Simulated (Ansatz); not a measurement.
# YN: how well frozen cores do

Does the method matter for YN? The same cell, functional and mesh are run with full-potential LAPW, PAW on the default files and datasets made for this crystal.

Program: Ansatz 0.2.0. Level of theory: DFT PBE, scalar-relativistic. These are calculated values, not measurements.

**1. The structure to begin with**

The structure is cubic, space group Fm-3m (No. 225). The conventional cell has a = 4.877 Å, b = 4.877 Å, c = 4.877 Å, α = 90.00°, β = 90.00°, γ = 90.00°. Around Y (site symmetry m-3m) lie 6 N at 2.44 Å. N (site symmetry m-3m) is surrounded by 6 Y at 2.44 Å.

As a file:

```cif
data_structure
_symmetry_space_group_name_H-M 'P 1'
_symmetry_Int_Tables_number 1
_cell_length_a 3.4486
_cell_length_b 3.4486
_cell_length_c 3.4486
_cell_angle_alpha 60.000
_cell_angle_beta 60.000
_cell_angle_gamma 60.000
_cell_volume 29.00
loop_
_atom_site_label
_atom_site_type_symbol
_atom_site_fract_x
_atom_site_fract_y
_atom_site_fract_z
_atom_site_occupancy
Y1 Y 0.00000 0.00000 0.00000 1
N1 N 0.50000 0.50000 0.50000 1
```

The cell is a deposited one (Crystallography Open Database entry 9008768); the temperature and pressure of the measurement aren't taken into account, and nothing was relaxed.

Atoms are numbered in the order of the input: Y1, N2.

**2. Full-potential LAPW**

File input.yaml:

```yaml
crystal:
  lattice:
    - [0.0, 2.4385, 2.4385]
    - [2.4385, 0.0, 2.4385]
    - [2.4385, 2.4385, 0.0]
  atoms:
    - { symbol: "Y", position: [0.0, 0.0, 0.0] }
    - { symbol: "N", position: [0.5, 0.5, 0.5] }
kpoints:
  mp_grid: { grid: [11, 11, 11] }
  band_path:
    path:
      - [0.0, 0.0, 0.0]
      - [0.5, 0.0, 0.5]
      - [0.625, 0.25, 0.625]
      - [0.375, 0.375, 0.75]
      - [0.0, 0.0, 0.0]
      - [0.5, 0.5, 0.5]
      - [0.5, 0.25, 0.75]
      - [0.5, 0.0, 0.5]
    npoints: 8
scf:
  occupations: { method: fermi_dirac, width: 0.03 }
hamiltonian:
  xc: pbe
  pseudopotentials: { kind: all_electron, lapw: { basis_error: 0.001 } }
output:
  forces: true
  stress: true
  eigenvalues: true
  populations: true
  dos: { projected: true, de: 0.2, e_range: [-14, 8] }
```

Run with:

```bash
$ ansatz run input.yaml --threads 1 --pin off --max-ram 2048MiB --backend cpu --events-out ev --progress --plain --runs-dir out
```

**3. PAW on the default files**

Changes to input.yaml since step 2:

```diff
@@ -25,3 +25,3 @@
   xc: pbe
-  pseudopotentials: { kind: all_electron, lapw: { basis_error: 0.001 } }
+  pseudopotentials: { kind: paw }
 output:
@@ -30,3 +30,9 @@
   eigenvalues: true
+  efg: { contact_densities: true }
   populations: true
+  bader: true
   dos: { projected: true, de: 0.2, e_range: [-14, 8] }
+  write_density: true
+  write_potential: true
+  elf: true
+  volumetric_format: npy
```

**4. Datasets made for this crystal**

Changes to input.yaml since step 3:

```diff
@@ -25,3 +25,3 @@
   xc: pbe
-  pseudopotentials: { kind: paw }
+  pseudopotentials: { kind: all_electron, datasets: crystal }
 output:
@@ -31,8 +31 @@
   efg: { contact_densities: true }
-  populations: true
-  bader: true
-  dos: { projected: true, de: 0.2, e_range: [-14, 8] }
-  write_density: true
-  write_potential: true
-  elf: true
-  volumetric_format: npy
```

(Steps that only read results are left out.)

What does the calculation give? Wanted: pressure; gap; Bader charges; highest ELF.

The runs gave:

```
           quantity                                           value
           pressure  LAPW 2.96, PAW 2.93, crystal datasets 2.96 GPa
         gap (LAPW)                   0.18 eV, indirect from Γ to X
Bader charges (PAW)                            Y1 +1.88, N2 -1.88 e
  highest ELF (PAW)                             0.83, 0.65 Å from N
```

In words: At this geometry the cell is under compression of 3.0 GPa, so it would expand if let go. The gap is 0.18 eV, indirect from Γ to X. It is the Kohn-Sham gap of a semilocal functional, which mostly lies below the gap found in experiment. N 2p states make 81 % of the projected weight in the top eV of the valence band. The projection holds only the free atom's occupied shells (Y 5s, Y 4p, Y 4d, N 2p in this range). PAW lies -0.03 GPa from LAPW in pressure and less than 0.01 eV in the gap.
